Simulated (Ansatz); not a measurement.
Set up this calculation in Ansatz 0.2.0, as the native input.

| Item | Value |
| --- | --- |
| Task | relaxation of cell and atoms |
| Functional | PBE |
| Dispersion | D3(BJ) |
| Potentials or basis | Ansatz PAW |
| Cutoff | 420 eV (not typed: the program's choice for these potentials) |
| k mesh | 7 × 7 × 7 |
| Occupations | fermi-dirac, width 0.05 eV |
| Spin | no spin polarisation |

PbS:

```xyz
2
Lattice="3.6537 0.0000 0.0000 0.0000 3.6537 0.0000 0.0000 0.0000 3.6537" Properties=species:S:1:pos:R:3 pbc="T T T"
Pb    0.0000    0.0000    0.0000
S     1.8268    1.8268    1.8268
```

Measurements of this composition are mostly on another form, of space group No. 225.

The input as run:

input.yaml

```yaml
crystal:
  lattice:
    - [3.653659, 0.0, 0.0]
    - [0.0, 3.653659, 0.0]
    - [0.0, 0.0, 3.653659]
  atoms:
    - { symbol: Pb, position: [0.0, 0.0, 0.0] }
    - { symbol: S, position: [0.5, 0.5, 0.5] }
hamiltonian:
  xc: pbe
  pseudopotentials: { kind: paw }
  dispersion: d3bj
kpoints:
  mp_grid: { grid: [7, 7, 7] }
scf:
  occupations: { method: fermi_dirac, width: 0.05 }
output:
  forces: true
  stress: true
  eigenvalues: true
  write_density: true
  write_potential: true
  elf: true
  volumetric_format: npy
relax:
  f_tol: 0.01
  max_steps: 40
  cell: { stress_tol: 0.05 }
```

Potentials or basis: Ansatz PAW.

Command:

```sh
$ ansatz run input.yaml --threads 2 --pin off --max-ram 5632MiB --backend cpu --events-out ev --progress --plain --runs-dir out
```

It gave:

The relaxed volume is 23.27 Å³/atom, the relaxed cell is a = 3.597 Å, b = 3.597 Å, c = 3.597 Å, α = 90.00°, β = 90.00°, γ = 90.00° and the space group after relaxing (to 0.05 Å) is Pm-3m (No. 221). The energy gained by relaxing is 8.8 meV/atom. The ionic steps are 4 and the pressure after relaxing is 0.0 GPa. The band gap on the k mesh is none (metal or under the smearing width).

Caveat: the plane-wave basis is chosen anew once the cell has moved, so the energies of steps on either side of that aren't comparable; pairwise dispersion overbinds metals, which lowers pressure and volume.

Run time: 1.6 s on 2 threads of Intel(R) Xeon(R) 6975P-C (Granite Rapids) (shared host), peak memory 0.35 GiB.
